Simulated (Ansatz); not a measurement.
Work and stress of cleavage in WC

Theory: Ansatz 0.2.0, DFT PBE, scalar-relativistic, plane waves, PAW. Settings: plane waves to 420 eV, k-mesh 23×23×7 (Γ-centred), Gaussian smearing 0.15 eV. Spin–orbit coupling is left out, which can shift energies with elements as heavy as these. No spin polarisation. Energies are free energies at this smearing, counted from the undisturbed cell; pressure is positive in compression.

Zero of the scan (relaxed at this level):

```
W C
1.0
    -1.46089   -2.53033    0.00000
     1.46089   -2.53033    0.00000
     0.00000    0.00000    8.54123
W C
3 3
Direct
  0.00000 0.00000 0.24998
  0.00000 0.00000 0.58332
  0.00000 0.00000 0.91665
  0.33333 0.33333 0.08332
  0.33333 0.33333 0.41665
  0.33333 0.33333 0.74998
```

The cut lies on the cell's a–b face, a (0 0 1) plane (indices in the standard cell, whose axes needn't be the Cartesian ones shown) of area 7.39 Å², between layers 1.42 Å apart. Vector c is lengthened by d along the normal with the atoms' Cartesian places fixed: one unrelaxed cut a cell. The traction is positive where the two halves pull on each other.

```csv
d (Å),energy (J/m²),traction (GPa)
-0.30,2.49,-188.5
-0.15,0.54,-77.4
0.00,0.00,0.2
0.25,1.01,70.2
0.50,3.10,90.6
0.75,5.32,84.5
1.00,7.24,68.1
1.50,9.74,33.4
2.00,10.85,13.7
3.00,11.44,1.7
4.50,11.53,0.1
6.00,11.54,0.0
```

Task: What are the work of separation and the cleavage stress, and do they fit the universal binding curve?

Result: The energy levels off near W ≈ 11.54 J/m² (the traction is down to 0.0 GPa), the energy of the two unrelaxed faces, 5.77 J/m² each on average. The largest sampled traction is 90.6 GPa at d = 0.50 Å, and a parabola through it and its two neighbours peaks at σ_max ≈ 91.5 GPa, d ≈ 0.57 Å. The curve E = W[1 − (1 + d/ℓ)exp(−d/ℓ)] peaks in traction at d = ℓ with σ_max = W/(eℓ); with 1 J/m² per Å = 10 GPa this W and σ_max give ℓ = 0.46 Å. A parabola through that curve at the same three d peaks at 0.51 Å, against 0.57 Å here, a fair fit. Real crystals break at far lower stress, because cracks concentrate it, and on the plane of lowest W, which needn't be this one.

The cut is rigid; relaxing the faces lowers these energies and usually the stresses.

In a metal these slopes depend on the k mesh and the smearing.

Cost: 12 runs of about 26 core-minutes in all, on Intel Xeon Processor @ 2.50GHz (Skylake/Cascade Lake) (shared hosts).